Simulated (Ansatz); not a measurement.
input.yaml for Cs (Ansatz 0.2.0)

```yaml
crystal:
  lattice:
    - [-3.1284650614, 3.1284650614, 3.1284650614]
    - [3.1284650614, -3.1284650614, 3.1284650614]
    - [3.1284650614, 3.1284650614, -3.1284650614]
  atoms:
    - { symbol: Cs, position: [0.0, 0.0, 0.0] }
basis:
  ecutwfc: 420
kpoints:
  mp_grid: { grid: [4, 4, 4] }
hamiltonian:
  xc: pbe
scf:
  occupations: { method: gaussian, width: 0.1 }
  max_iter: 300
output:
  forces: true
  stress: true
  eigenvalues: true
  dos: { method: smearing }
```

Command:

```bash
ansatz run input.yaml --threads 1 --pin off --max-ram 1331MiB --backend cpu --events-out ev --progress --plain --runs-dir out
```

Output, shortened (HF is the Harris–Foulkes energy, dr2 the density residual in eV):

```text
Pseudopotential: Cs, paw, valence charge 9, recommended cutoff 420 eV (normal)
Crystal: 1 atom, lattice volume = 122.477 Å³
Basis set: ecut = 420 eV, 2347 PW (Γ), exchange–correlation on 80×80×80 points (8 copies of the dense FFT grid, shifted against one another)
Bands: 9, of which v1, the nominal top of the filled ones, is band 5 counted from 1 (4 counted from 0)
Symmetry: 48 space group operations
Space group: Im-3m (ITA 229), of the structure as read, at distance tolerance 5.0e-5 Å
k-points: 8 of 64
Initial density: superposition of atomic densities, corrected by the library's trained network
SCF iter   1: HF=-5670.721654 eV  Δρ=3.19e-4  dr2=1.13e-4
SCF iter   2: HF=-5670.721944 eV  Δρ=1.63e-4  dr2=3.21e-5
SCF iter   3: HF=-5670.721993 eV  Δρ=2.09e-5  dr2=9.75e-7
SCF iter   4: F=-5670.721993 eV  HF=-5670.721992 eV  Δρ=6.08e-6  dr2=3.45e-8
SCF iter   5: F=-5670.721993 eV  HF=-5670.721993 eV  Δρ=2.90e-6  dr2=1.35e-8
SCF iter   6: F=-5670.721993 eV  HF=-5670.721993 eV  Δρ=1.12e-7  dr2=2.07e-11
SCF 1 converged in 6 iterations: F = -5670.721993 eV  dr2 = 2.07e-11
SCF converged after 6 iterations
Free energy (F): -5670.721993 eV
E sigma→0 (E₀):  -5670.709376 eV
Entropy (-TS):   -0.025234 eV (-25.234 meV/atom)
Fermi energy:    1.978149 eV
--- Forces (eV/Å), atoms counted from 1 ---
  atom   1  Cs    -0.00000000     0.00000000     0.00000000
--- Stress (GPa, compression-positive) ---
       -0.043750      -0.000000      -0.000000
        0.000000      -0.043750      -0.000000
       -0.000000       0.000000      -0.043750
  P = ⅓ Tr σ = -0.0437 GPa (-0.437 kbar)
```

These settings were drawn at random to show what each does; none of the numbers is a converged property of the crystal.